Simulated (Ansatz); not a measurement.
# CoO in Ansatz: the effect of functional

Crystal: CoO.

```
CELL_PARAMETERS angstrom
1.58057 0.91254 2.53178
-1.58057 0.91254 2.53178
0.00000 -1.82508 2.53178
ATOMIC_POSITIONS crystal
Co 0.99898 0.99898 0.99898
O 0.75102 0.75102 0.75102
```

Measurements of this composition are mostly on another form, of space group No. 225.

The cell isn't the ideal one: volume scaled by 0.96.

Alike in all runs:

- Program: Ansatz 0.2.0
- Task: single point
- Potentials or basis: Ansatz PAW
- k mesh: 10 × 10 × 10
- Occupations: fermi-dirac, width 0.05 eV
- Spin: collinear spin, ferromagnetic start
- Starting moments: [2.0, 0.0] μB

```tsv
functional	cutoff	pressure (GPa)	moment (μB)
LDA	420 eV (not typed: the program's choice for these potentials)	-13.1	2.33
PBE	420 eV (not typed: the program's choice for these potentials)	4.6	2.56
PBEsol	420 eV (not typed: the program's choice for these potentials)	?	?
r2SCAN	500 eV (not typed: the program's choice for these potentials)	10.4	2.96
```

Problem. What does the run with functional PBEsol give?

Solution. Pressure -3.9 GPa; moment 2.56 μB.

Caveats: a cell with one magnetic atom can't hold antiferromagnetic order, which such compounds often take; the PAW data sets come from PBE, with cores solved anew for the run's functional, which leaves a small shift of forces and pressure (some runs); the magnetic or orbital state may not be the lowest (some runs).
